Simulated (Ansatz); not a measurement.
# RuS2 (fluorite type): how the settings move a single-point run

Aim: see which settings change the result for RuS2 (fluorite type), by how much, and at what cost.

Program: Ansatz 0.2.0. Level of theory: reference: DFT, PBE, all-electron LAPW, scalar-relativistic. These are calculated values, not measurements.

### 1 The system as given

Symmetry: Fm-3m, No. 225, cubic system. The conventional cell has a = 5.733 Å, b = 5.733 Å, c = 5.733 Å, α = 90.00°, β = 90.00°, γ = 90.00°. Ru (site symmetry m-3m) has 8 S at 2.48 Å as nearest neighbours. S (site symmetry -43m) has 4 Ru at 2.48 Å as nearest neighbours.

Structure file:

```xyz
3
Lattice="0.0000 2.8666 2.8666 2.8666 0.0000 2.8666 2.8666 2.8666 0.0000" Properties=species:S:1:pos:R:3 pbc="T T T"
Ru    0.0000    0.0000    0.0000
S     1.4333    1.4333    1.4333
S     4.3000    4.3000    4.3000
```

### 2 Baseline

input.yaml reads:

```yaml
crystal:
  lattice:
    - [0.0, 2.8666412919, 2.8666412919]
    - [2.8666412919, 0.0, 2.8666412919]
    - [2.8666412919, 2.8666412919, 0.0]
  atoms:
    - { symbol: Ru, position: [0.0, 0.0, 0.0] }
    - { symbol: S, position: [0.25, 0.25, 0.25] }
    - { symbol: S, position: [0.75, 0.75, 0.75] }
kpoints:
  mp_grid: { grid: [11, 11, 11] }
  band_path:
    path:
      - [0.0, 0.0, 0.0]
      - [0.5, 0.0, 0.5]
      - [0.625, 0.25, 0.625]
      - [0.375, 0.375, 0.75]
      - [0.0, 0.0, 0.0]
      - [0.5, 0.5, 0.5]
      - [0.5, 0.25, 0.75]
      - [0.5, 0.0, 0.5]
    npoints: 8
scf:
  occupations: { method: fermi_dirac, width: 0.03 }
hamiltonian:
  xc: pbe
  pseudopotentials: { kind: all_electron, lapw: { basis_error: 0.0005 } }
output:
  forces: true
  stress: true
  eigenvalues: true
  populations: true
  dos: { projected: true, de: 0.2, e_range: [-14, 8] }
```

Command:

```bash
$ ansatz run input.yaml --threads 1 --pin off --max-ram 3072MiB --backend cpu --events-out ev --progress --plain --runs-dir out
```

### 3 Changing settings: occupations.method tetrahedron, width left out

input.yaml, as its differences from that of step 2:

```diff
@@ -23,3 +23,3 @@
 scf:
-  occupations: { method: fermi_dirac, width: 0.03 }
+  occupations: { method: tetrahedron }
 hamiltonian:
@@ -32,2 +32 @@
   populations: true
-  dos: { projected: true, de: 0.2, e_range: [-14, 8] }
```

What does the calculation give? Wanted: for each run, ending; energy change; pressure; gap; force.

**Answer**, as computed:

| run | ending | energy change | pressure (GPa) | gap (eV) | force (eV/Å) | cycles | time |
| --- | --- | --- | --- | --- | --- | --- | --- |
| reference | converged | 0 | 0.0 | 0.00 | 0.00 | 8 | 30 s |
| 1: occupations.method tetrahedron, width left out | converged | -0.2 meV/atom (σ→0) | 0.0 | 0.00 | 0.00 | 11 | 36 s |

Times don't compare one to one where runs were asked for different outputs or read a saved state (see the inputs); cycles may leave out searches for a lower state.

Residual by cycle in the longest SCF loop of each run; runs are numbered as in the table. The quantity is the density residual dr2, in eV.

| cycle | reference | run 1 |
| --- | --- | --- |
| 1 | 1.61 | 1.62 |
| 2 | 10 | 10 |
| 3 | 0.131 | 0.162 |
| 4 | 0.00202 | 0.0337 |
| 5 | 0.00115 | 0.0277 |
| 6 | 8.2e-5 | 0.00594 |
| 7 | 2.1e-6 | 0.00379 |
| 8 | 1.1e-8 | 3.4e-4 |
| 9 | - | 4.2e-6 |
| 10 | - | 1.8e-7 |
| 11 | - | 2.8e-8 |

Changing the smearing leaves the energy as it was (-0.2 meV/atom). The reference leaves spin out although Ru can carry a moment, so its state need not be the lowest.
